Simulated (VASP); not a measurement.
# Al2Au (Fm-3m) in VASP: notebook

One crystal, Al2Au, is run at these levels: LDA, r2SCAN, PBEsol, PBE+D3(BJ); tasks: relaxation of cell and atoms.

Program: VASP 6.6.1. These are calculated values, not measurements. Logs are shortened: lines on timing, memory, paths and dates and some standing lists are left out, and cuts for length are marked.

**1. Starting point**

It takes space group Fm-3m (No. 225, cubic). Conventional cell: a = 6.000 Å, b = 6.000 Å, c = 6.000 Å, α = 90.00°, β = 90.00°, γ = 90.00°. Au (site symmetry m-3m) is surrounded by 8 Al at 2.60 Å. Around Al (site symmetry -43m) lie 4 Au at 2.60 Å.

**2. Relaxation of cell and atoms, LDA**

Input file INCAR:

```
PREC = Accurate
ENCUT = 600
EDIFF = 1E-6
ISMEAR = -1
SIGMA = 0.05
LREAL = False
LASPH = True
NELM = 100
ALGO = Normal
ISIF = 3
LWAVE = False
LCHARG = False
IBRION = 2
NSW = 40
EDIFFG = -0.01
```

Input file KPOINTS:

```
Automatic mesh
0
Gamma
  8 8 8
```

Input file POSCAR:

```
Al2Au
1.0
    0.0000000000      3.0000000000      3.0000000000
    3.0000000000      0.0000000000      3.0000000000
    3.0000000000      3.0000000000      0.0000000000
Au Al
1 2
Direct
    0.0000000000      0.0000000000      0.0000000000
    0.7500000000      0.7500000000      0.7500000000
    0.2500000000      0.2500000000      0.2500000000
```

Potentials or basis: VASP PAW LDA potentials, release 64 (Au, Al).

Launch:

```bash
cat potpaw_LDA.64/Au/POTCAR potpaw_LDA.64/Al/POTCAR > POTCAR
mpirun -np 1 vasp_std > vasp.out
```

OUTCAR:

```text
PREC = Accurate
   ENCUT = 600
   EDIFF = 1E-6
   ISMEAR = -1
   LREAL = False
   LASPH = True
   NELM = 100
   ISIF = 3
   IBRION = 2
   NSW = 40
   EDIFFG = -0.01

 ion  position               nearest neighbor table
   1  0.000  0.000  0.000-   2 2.60   2 2.60   2 2.60   2 2.60   3 2.60   3 2.60   3 2.60   3 2.60

   2  0.750  0.750  0.750-   1 2.60   1 2.60   1 2.60   1 2.60   3 3.00   3 3.00   3 3.00   3 3.00
                             3 3.00   3 3.00
   3  0.250  0.250  0.250-   1 2.60   1 2.60   1 2.60   1 2.60   2 3.00   2 3.00   2 3.00   2 3.00
                             2 3.00   2 3.00

  LATTYP: Found a face centered cubic cell.
 ALAT       =     6.0000000000

  Lattice vectors:

 A1 = (   0.0000000000,   3.0000000000,   3.0000000000)
 A2 = (   3.0000000000,   0.0000000000,   3.0000000000)
 A3 = (   3.0000000000,   3.0000000000,   0.0000000000)

Analysis of symmetry for initial positions (statically):
=====================================================================
 Subroutine PRICEL returns:
 Original cell was already a primitive cell.

 Routine SETGRP: Setting up the symmetry group for a
 face centered cubic supercell.

 Subroutine GETGRP returns: Found 48 space group operations
 (whereof 48 operations were pure point group operations)
 out of a pool of 48 trial point group operations.

The static configuration has the point symmetry O_h .

Analysis of symmetry for dynamics (positions and initial velocities):
=====================================================================
 Subroutine PRICEL returns:
 Original cell was already a primitive cell.

 Routine SETGRP: Setting up the symmetry group for a
 face centered cubic supercell.

 Subroutine GETGRP returns: Found 48 space group operations
 (whereof 48 operations were pure point group operations)
 out of a pool of 48 trial point group operations.

The dynamic configuration has the point symmetry O_h .

 Subroutine INISYM returns: Found 48 space group operations
 (whereof 48 operations are pure point group operations),
 and found     1 'primitive' translations

----------------------------------------------------------------------------------------

                                     Primitive cell

  volume of cell :      54.0000

  direct lattice vectors                    reciprocal lattice vectors
     0.000000000  3.000000000  3.000000000    -0.166666667  0.166666667  0.166666667
     3.000000000  0.000000000  3.000000000     0.166666667 -0.166666667  0.166666667
     3.000000000  3.000000000  0.000000000     0.166666667  0.166666667 -0.166666667

  length of vectors
     4.242640687  4.242640687  4.242640687     0.288675135  0.288675135  0.288675135

  position of ions in fractional coordinates (direct lattice)
     0.000000000  0.000000000  0.000000000
     0.750000000  0.750000000  0.750000000
     0.250000000  0.250000000  0.250000000

  ion indices of the primitive-cell ions
   primitive index   ion index
                 1           1
                 2           2
                 3           3

----------------------------------------------------------------------------------------

 KPOINTS: Automatic mesh

Automatic generation of k-mesh.
 Grid dimensions read from file:
 generate k-points for:    8    8    8

 Generating k-lattice:

  Cartesian coordinates                     Fractional coordinates (reciprocal lattice)
    -0.020833333  0.020833333  0.020833333     0.125000000  0.000000000  0.000000000
     0.020833333 -0.020833333  0.020833333     0.000000000  0.125000000  0.000000000
     0.020833333  0.020833333 -0.020833333     0.000000000  0.000000000  0.125000000

  Length of vectors
     0.036084392  0.036084392  0.036084392

  Shift w.r.t. Gamma in fractional coordinates (k-lattice)
     0.000000000  0.000000000  0.000000000

 Subroutine IBZKPT returns following result:
 ===========================================

 Found     29 irreducible k-points:

 Following reciprocal coordinates:
            Coordinates               Weight
  0.000000  0.000000  0.000000      1.000000
  0.125000  0.000000  0.000000      8.000000
  0.250000  0.000000  0.000000      8.000000
  0.375000  0.000000  0.000000      8.000000
  0.500000  0.000000  0.000000      4.000000
  0.125000  0.125000  0.000000      6.000000
[... 16 lines left out ...]
  0.500000  0.250000  0.125000     48.000000
 -0.375000  0.250000  0.125000     24.000000
 [... further k-points ...]
   k-points           NKPTS =     29   k-points in BZ     NKDIM =     29   number of bands    NBANDS=     12
   number of dos      NEDOS =    301   number of ions     NIONS =      3
   total plane-waves  NPLWV =  46656
   dimension x,y,z NGX =    36 NGY =   36 NGZ =   36
   dimension x,y,z NGXF=    72 NGYF=   72 NGZF=   72
   ions per type =               1   2
   NGX,Y,Z   is equivalent  to a cutoff of  14.11, 14.11, 14.11 a.u.
   NGXF,Y,Z  is equivalent  to a cutoff of  28.21, 28.21, 28.21 a.u.
 SYSTEM =  unknown system
   PREC   = accura    normal or accurate (medium, high low for compatibility)
   ISTART =      0    job   : 0-new  1-cont  2-samecut
   ICHARG =      2    charge: 1-file 2-atom 10-const
   ISPIN  =      1    spin polarized calculation?
   LNONCOLLINEAR =      F non collinear calculations
   LSORBIT =      F    spin-orbit coupling
   LASPH  =      T    aspherical Exc in radial PAW
   ENCUT  =  600.0 eV  44.10 Ry    6.64 a.u.   8.47  8.47  8.47*2*pi/ulx,y,z
   NELM   =    100;   NELMIN=  2; NELMDL= -5     # of ELM steps
   EDIFF  = 0.1E-05   stopping-criterion for ELM
   LREAL  =      F    real-space projection
   EDIFFG = -.1E-01   stopping-criterion for IOM
   NSW    =     40    number of steps for IOM
   IBRION =      2    ionic relax: 0-MD 1-quasi-New 2-CG
   NFREE  =      1    steps in history (QN), initial steepest desc. (CG)
   ISIF   =      3    stress and relaxation
   ISYM   =      2    0-nonsym 1-usesym 2-fastsym
   POTIM  = 0.5000    time-step for ionic-motion
   TEBEG  =    0.0;   TEEND  =   0.0 temperature during run
   PSTRESS=    0.0 pullay stress
   NELECT =      17.0000    total number of electrons
   NUPDOWN=      -1.0000    fix difference up-down
   EMIN   =  10.00;   EMAX   =-10.00  energy-range for DOS
   EFERMI =   0.00;   METHOD = LEGACY
   ISMEAR =    -1;   SIGMA  =   0.05  broadening in eV -4-tet -1-fermi 0-gaus
   EFERMI_NEDOS =   21; number of points for ismear=-14 and -15
   IALGO  =     38    algorithm
   IMIX   =      4    mixing-type and parameters
     AMIX     =   0.40;   BMIX     =  1.00
     AMIX_MAG =   1.60;   BMIX_MAG =  1.00
  volume/ion in A,a.u.               =      18.00       121.47
  Fermi-wavevector in a.u.,A,eV,Ry     =   1.113679  2.104547 16.875035  1.240280
  Thomas-Fermi vector in A             =   2.250266
   LORBIT       =      0    0 simple, 1 ext, 2 COOP (PROOUT), +10 PAW based schemes
   GGA     = CA    functional components
   LHFCALC =     F    Hartree Fock is set to
   AEXX    =    0.0000 exact exchange contribution
   IVDW    =     0    specifies the selected vdW correction
   LEPSILON=     F    determine dielectric tensor
   LRPA    =     F    only Hartree local field effects (RPA)
 conjugate gradient relaxation of ions
 non-spin polarized calculation
  energy-cutoff  :      600.00
  volume of cell :       54.00
 maximum number of plane-waves:      1826
 NGX is ok and might be reduce to    36
   NGX = 17   NGY = 17   NGZ = 17

--------------------------------------- Ionic step        1  -------------------------------------------

 number of electron      17.0000001 magnetization

 Free energy of the ion-electron system (eV)
  ---------------------------------------------------
  ext. energy  EPLUGINS =         0.00000000
  ---------------------------------------------------
  free energy    TOTEN  =       -14.29256417 eV

  energy without entropy =      -14.28358415  energy(sigma->0) =      -14.28807416

------------------------ aborting loop because EDIFF is reached ----------------------------------------

  FORCE on cell =-STRESS in cart. coord.  units (eV):
  Direction    XX          YY          ZZ          XY          YZ          ZX
  --------------------------------------------------------------------------------------
  -------------------------------------------------------------------------------------
  Total       -0.8101323     -0.8101323     -0.8101323     -0.0000000     -0.0000000     -0.0000000
  in kB      -24.0365850    -24.0365850    -24.0365850     -0.0000000     -0.0000000     -0.0000000
  external PRESSURE =     -24.0365850 kB  Pullay stress =       0.0000000 kB

 VOLUME and BASIS-vectors are now :
 -----------------------------------------------------------------------------
  energy-cutoff  :      600.00
  volume of cell :       54.00
      direct lattice vectors                 reciprocal lattice vectors
     0.000000000  3.000000000  3.000000000    -0.166666667  0.166666667  0.166666667
     3.000000000  0.000000000  3.000000000     0.166666667 -0.166666667  0.166666667
     3.000000000  3.000000000  0.000000000     0.166666667  0.166666667 -0.166666667
[... 38 lines left out ...]
 POSITION                                       TOTAL-FORCE (eV/Angst)
 -----------------------------------------------------------------------------------
      2.96092     -0.00000      2.96092         0.000000     -0.000000      0.000000
      4.44138      4.44138      4.44138         0.000000      0.000000      0.000000
      1.48046      1.48046      1.48046        -0.000000     -0.000000     -0.000000
 -----------------------------------------------------------------------------------
    total drift:                               -0.000000      0.000000      0.000000

  FREE ENERGIE OF THE ION-ELECTRON SYSTEM (eV)
  ---------------------------------------------------
  free  energy   TOTEN  =       -14.2944176940 eV

  energy  without entropy=      -14.2869536354  energy(sigma->0) =      -14.29068566

--------------------------------------- Ionic step        3  -------------------------------------------

 number of electron      17.0000002 magnetization

 Free energy of the ion-electron system (eV)
  ---------------------------------------------------
  ext. energy  EPLUGINS =         0.00000000
  ---------------------------------------------------
  free energy    TOTEN  =       -14.30119076 eV

  energy without entropy =      -14.29297374  energy(sigma->0) =      -14.29708225

 E-fermi :   7.8455     XC(G=0): -10.8075

 val. band max:        7.8400206653   @ k =  -0.1250   0.1250   0.0000
 cond. band min:       7.8719754367   @ k =   0.3750   0.1250   0.0000
 fundamental gap:      0.0319547714
 Fermi energy:         7.8454603263

 k-point     1 :       0.0000    0.0000    0.0000
  band No.  band energies     occupation
      1      -2.8576      2.00000
      2       1.0949      2.00000
      3       1.0949      2.00000
      4       1.0949      2.00000
      5       2.0834      2.00000
      6       2.0834      2.00000
      7      10.1039      0.00000
      8      10.7975      0.00000
      9      10.7975      0.00000
     10      10.7975      0.00000
     11      11.8488      0.00000
     12      11.8488      0.00000

 k-point     2 :       0.1250    0.0000    0.0000
  band No.  band energies     occupation
      1      -2.6503      2.00000
      2       1.0301      2.00000
      3       1.1462      2.00000
      4       1.1462      2.00000
      5       2.0734      2.00000
      6       2.0734      2.00000
      7       8.4088      0.00003
      8      10.1200      0.00000
      9      10.1200      0.00000
     10      10.3524      0.00000
     11      12.5405      0.00000
     12      12.5405      0.00000
[... 316 lines left out ...]
 k-point    24 :      -0.3750    0.2500    0.1250
  band No.  band energies     occupation
      1      -0.2632      2.00000
      2       0.8503      2.00000
      3       1.4660      2.00000
      4       1.5821      2.00000
      5       2.0133      2.00000
      6       2.2770      2.00000
      7       2.8450      2.00000
      8       5.7515      2.00000
      9       7.0082      2.00000
     10      10.8000      0.00000
     11      11.7874      0.00000
     12      13.8108      0.00000

 [... further k-points ...]

------------------------ aborting loop because EDIFF is reached ----------------------------------------

  FORCE on cell =-STRESS in cart. coord.  units (eV):
  Direction    XX          YY          ZZ          XY          YZ          ZX
  --------------------------------------------------------------------------------------
  -------------------------------------------------------------------------------------
  Total       -0.0056551     -0.0056551     -0.0056551     -0.0000000      0.0000000      0.0000000
  in kB       -0.1713513     -0.1713513     -0.1713513     -0.0000000      0.0000000      0.0000000
  external PRESSURE =      -0.1713513 kB  Pullay stress =       0.0000000 kB

 VOLUME and BASIS-vectors are now :
 -----------------------------------------------------------------------------
  energy-cutoff  :      600.00
  volume of cell :       52.88
      direct lattice vectors                 reciprocal lattice vectors
    -0.000000000  2.979052610  2.979052610    -0.167838594  0.167838594  0.167838594
     2.979052610 -0.000000000  2.979052610     0.167838594 -0.167838594  0.167838594
     2.979052610  2.979052610 -0.000000000     0.167838594  0.167838594 -0.167838594

 POSITION                                       TOTAL-FORCE (eV/Angst)
 -----------------------------------------------------------------------------------
      0.00000      0.00000      0.00000        -0.000000     -0.000000     -0.000000
      4.46858      4.46858      4.46858        -0.000000     -0.000000     -0.000000
      1.48953      1.48953      1.48953         0.000000      0.000000      0.000000
 -----------------------------------------------------------------------------------
    total drift:                               -0.000000      0.000000      0.000000

  FREE ENERGIE OF THE ION-ELECTRON SYSTEM (eV)
  ---------------------------------------------------
  free  energy   TOTEN  =       -14.3011907627 eV

  energy  without entropy=      -14.2929737384  energy(sigma->0) =      -14.29708225

 reached required accuracy - stopping structural energy minimisation
```

Run time: 35 s. Hardware: 1 thread of Intel Xeon Platinum 8259CL at 2.50GHz (Skylake/Cascade Lake), shared host; peak memory 0.19 GiB.

Results:

```
Free energy                            : -14.3012 eV
Relaxed volume                         : 17.63 Å³/atom
Relaxed cell                           : a = 4.213 Å, b = 4.213 Å, c = 4.213 Å, α = 60.00°, β = 60.00°, γ = 60.00°
Space group after relaxing (to 0.05 Å) : Fm-3m (No. 225)
Energy gained by relaxing              : 2.9 meV/atom
Ionic steps                            : 3
Pressure after relaxing                : 0.0 GPa
Band gap on the k mesh                 : none (metal or under the smearing width)
```

Step by step:
```csv
step,energy change (eV),largest force (eV/Å),pressure (GPa),volume (Å³)
1,0.0000,0.0000,-2.40,54.00
2,-0.0019,0.0000,2.32,51.92
3,-0.0086,0.0000,-0.02,52.88
```

Final structure:
```
CELL_PARAMETERS angstrom
0.00000 2.97905 2.97905
2.97905 0.00000 2.97905
2.97905 2.97905 0.00000
ATOMIC_POSITIONS crystal
Au 0.00000 0.00000 0.00000
Al 0.75000 0.75000 0.75000
Al 0.25000 0.25000 0.25000
```

Levels at points of the mesh, in eV from the Fermi level:
| k point | band 6 | band 7 | band 8 | band 9 | band 10 | band 11 | band 12 |
| --- | --- | --- | --- | --- | --- | --- | --- |
| (0.00, 0.00, 0.00) | -5.76 | 2.26 | 2.95 | 2.95 | 2.95 | 4.00 | 4.00 |
| (0.50, 0.00, 0.00) | -5.64 | -5.57 | 0.35 | 0.35 | 3.26 | 3.69 | 3.89 |
| (0.50, 0.50, 0.00) | -5.45 | -5.12 | -2.15 | -2.15 | 1.34 | 2.10 | 7.69 |

The run has no spin-orbit coupling, so splittings on Au are missing. Zero-point motion and thermal expansion aren't in these numbers.

**3. Relaxation of cell and atoms, r2SCAN**

Input file INCAR:

```
  ALGO = Normal
  EDIFF = 1E-6
  EDIFFG = -0.01
  ENCUT = 600
  IBRION = 2
  ISIF = 3
  ISMEAR = -1
  LASPH = True
  LCHARG = False
  LMIXTAU = True
  LREAL = False
  LWAVE = False
  METAGGA = R2SCAN
  NELM = 80
  NSW = 40
  PREC = Accurate
  SIGMA = 0.05
```

Input file KPOINTS:

```
k-points
0
Gamma
  8 8 8
```

POSCAR is that of step 2.

Potentials or basis: VASP PAW PBE potentials, release 64 (Au, Al).

Launch:

```bash
cat potpaw_PBE.64/Au/POTCAR potpaw_PBE.64/Al/POTCAR > POTCAR
mpirun -np 1 vasp_std > vasp.out
```

Wall time 2.9 min (1 thread of AMD EPYC 9R14 (Zen 4), shared host); peak memory 0.2 GiB.

It converged, with:

```yaml
Free_energy: -65.5555 eV
Relaxed_volume: 18.02 Å³/atom
Relaxed_cell: a = 4.244 Å, b = 4.244 Å, c = 4.244 Å, α = 60.00°, β = 60.00°, γ = 60.00°
Space_group_after_relaxing_to_0.05_Å: Fm-3m (No. 225)
Energy_gained_by_relaxing: 0.0 meV/atom
Ionic_steps: 3
Pressure_after_relaxing: 0.0 GPa
Band_gap_on_the_k_mesh: none (metal or under the smearing width)
```

Final structure:
```cif
data_structure
_symmetry_space_group_name_H-M 'P 1'
_symmetry_Int_Tables_number 1
_cell_length_a 4.2440
_cell_length_b 4.2440
_cell_length_c 4.2440
_cell_angle_alpha 60.000
_cell_angle_beta 60.000
_cell_angle_gamma 60.000
_cell_volume 54.05
loop_
_atom_site_label
_atom_site_type_symbol
_atom_site_fract_x
_atom_site_fract_y
_atom_site_fract_z
_atom_site_occupancy
Au1 Au 0.00000 0.00000 0.00000 1
Al1 Al 0.75000 0.75000 0.75000 1
Al2 Al 0.25000 0.25000 0.25000 1
```

Levels at points of the mesh, in eV from the Fermi level:
| k point | band 6 | band 7 | band 8 | band 9 | band 10 | band 11 | band 12 |
| --- | --- | --- | --- | --- | --- | --- | --- |
| (0.00, 0.00, 0.00) | -5.96 | 2.88 | 3.03 | 3.03 | 3.03 | 4.16 | 4.16 |
| (0.50, 0.00, 0.00) | -5.82 | -5.75 | 0.32 | 0.32 | 3.80 | 4.05 | 4.09 |
| (0.50, 0.50, 0.00) | -5.63 | -5.32 | -2.27 | -2.27 | 1.56 | 2.36 | 8.00 |

Caveat: the PAW data sets were made with another functional, which shifts forces and pressure a little. Spin-orbit coupling is left out, which matters for the levels of Au.

[end of part 1 of 2]
